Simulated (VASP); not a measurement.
KCl: single point with PBE

**What was measured.**

A printed reference work, monograph reports, for a bulk crystal of KCl: band gap 8.68 eV.

The system is KCl.

```
CELL_PARAMETERS angstrom
0.00000 3.22076 3.22076
3.22076 0.00000 3.22076
3.22076 3.22076 0.00000
ATOMIC_POSITIONS crystal
K 0.00000 0.00000 0.00000
Cl 0.50000 0.50000 0.50000
```

```
Program             : VASP 6.6.1
Task                : single point
Functional          : PBE
Potentials or basis : VASP PAW PBE potentials, release 64 (K_sv, Cl)
Cutoff              : 520 eV
k mesh              : 6 × 6 × 6
Occupations         : gaussian, width 0.01 eV
Spin                : no spin polarisation
```

- Pressure: -0.4 GPa
- Band gap on the k mesh: 4.95 eV

Levels at points of the mesh, in eV from the valence-band top:
```tsv
k point	band 4	band 5	band 6	band 7	band 8	band 9	band 10	band 11	band 12	band 13
(0.00, 0.00, 0.00)	-10.83	-10.83	0.00	0.00	0.00	4.95	8.33	8.33	8.33	9.17
(0.50, 0.00, 0.00)	-10.84	-10.63	-0.94	-0.27	-0.27	7.38	8.32	10.29	10.29	11.15
(0.50, 0.50, 0.00)	-10.88	-10.88	-0.61	-0.21	-0.21	6.58	8.03	9.66	10.09	10.34
```

Wall time 8.1 s on 1 thread of Intel(R) Xeon(R) 6975P-C (Granite Rapids), on a shared host, peak memory 0.2 GiB.

Against the measured gap of KCl, 8.68 eV (a printed reference work, monograph), the calculated 4.95 eV is off by -3.73 eV. The value is that of PBE, without temperature or zero-point motion. Semilocal functionals fall short of measured gaps as a rule.
